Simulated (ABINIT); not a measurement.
Runs of ABINIT 10.8.3 (patched build) on ZrN. The structure is cubic, space group Fm-3m (No. 225). The conventional cell has a = 4.600 Å, b = 4.600 Å, c = 4.600 Å, α = 90.00°, β = 90.00°, γ = 90.00°. Zr (site symmetry m-3m) has 6 N at 2.30 Å as nearest neighbours. Around N (site symmetry m-3m) lie 6 Zr at 2.30 Å. 

```tsv
task	level	potentials or basis	spin	k mesh	cutoff (eV)	fine-grid cutoff	mesh quality	gap on the mesh (eV)	pressure (GPa)	V0 of scaled cells (Å³/atom)	B0 (GPa)
band structure	AM05	JTH PAW PBE v2.0	SOC, no magnetisation	10 × 10 × 10	680	1278.94 eV	not flagged	none	-	-	-
equation of state	BLYP	JTH PAW PBE v2.0	off	10 × 10 × 10	680	1278.94 eV	not flagged	-	-	12.54	(c)
single point	PBE	JTH PAW PBE v2.0	off	6 × 6 × 6	680	1278.94 eV	coarse	none	-	-	-
band structure	LDA	PseudoDojo NC SR LDA v0.4 stringent	off	10 × 10 × 10	1143	-	not flagged	none	(b)	-	-
band structure	PBE	PseudoDojo NC SR PBE v0.5 standard	off	10 × 10 × 10	1143	-	not flagged	none	-0.6	-	-
band structure	LDA-PZ	JTH PAW LDA v2.0	SOC, no magnetisation	10 × 10 × 10	680	1278.94 eV	not flagged	none	-	-	-
single point	PBEsol	JTH PAW PBE v2.0	off	4 × 4 × 4	680	1278.94 eV	coarse	none	-	-	-
equation of state	BP86+D3(BJ)	JTH PAW PBE v2.0	off	10 × 10 × 10	680	1278.94 eV	not flagged	-	-	11.49	280
equation of state	LDA	JTH PAW LDA v2.0	off	10 × 10 × 10	844	1442.2 eV	not flagged	-	-	11.57	(a)
equation of state	PBEsol	JTH PAW PBE v2.0	off	10 × 10 × 10	544	1088.46 eV	not flagged	-	-	11.79	266
single point	LDA	JTH PAW LDA v2.0	off	4 × 4 × 4	680	1278.94 eV	coarse	none	-	-	-
```

Alike in all rows: cell as given; smearing fermi-dirac 0.05 eV.

Task: Fill in the values left out.

Result: (a) 284; (b) -12.4; (c) 232.

Caveats: some runs use coarse meshes; the PAW data sets were made with another functional, which shifts forces and pressure a little (some runs); pressures at fixed basis lie under the slope of the energies (some runs).

A k mesh can miss the band edges, and rows without SOC leave out spin-orbit coupling on Zr.

A gap of «none» marks a metal or a gap under the smearing width.
